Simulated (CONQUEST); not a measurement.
# BaTiO3: equation of state with PBEsol

The system is BaTiO3.

```
CELL_PARAMETERS angstrom
3.99980 0.00000 0.00000
0.00000 3.99980 0.00000
0.00000 0.00000 4.01800
ATOMIC_POSITIONS crystal
Ba 0.00000 0.00000 0.00000
Ti 0.50000 0.50000 0.51000
O 0.50000 0.00000 0.48300
O 0.00000 0.50000 0.48300
O 0.50000 0.50000 0.98100
```

| Property | Result |
| --- | --- |
| Program | CONQUEST 1.3 |
| Task | equation of state |
| Functional | PBEsol |
| Potentials or basis | PseudoDojo NC PBEsol, DZP, grid of 48 × 48 × 48 points |
| k mesh | 7 × 7 × 7 |
| Occupations | fermi-dirac, width 0.05 eV |
| Spin | no spin polarisation |
| Solver | diagonalisation |
| SCF tolerance | 1e-06 |

| Quantity | Value |
| --- | --- |
| Equilibrium volume | 12.74 Å³/atom |
| Bulk modulus at fixed shape and positions | 182 GPa |
| Pressure derivative of the bulk modulus | 2.6 (rough: it moves with the points fitted) |

Energy against volume, from the lowest point:
| volume (Å³/atom) | energy (meV/atom) |
| --- | --- |
| 12.085 | 19.73 |
| 12.342 | 6.52 |
| 12.599 | 0.59 |
| 12.856 | 0.00 |
| 13.113 | 5.36 |
| 13.371 | 16.52 |
| 13.628 | 32.00 |

All runs of the series together: 37 min on 1 thread of Intel(R) Xeon(R) Platinum 8488C (Sapphire Rapids), on a shared host.

Caveat: the fit is doubtful: noisy points or a state that changes with volume; the DZP basis gives volumes some 2 % larger than converged bases do, and moduli off by several per cent; the cell was scaled at fixed shape and fractional positions, which overstates the stiffness of a crystal with free parameters, most of all of layers and chains; the basis of atomic orbitals isn't converged, which shifts pressures, moduli and gaps. Spin-orbit coupling is left out, which matters for the levels of Ba.
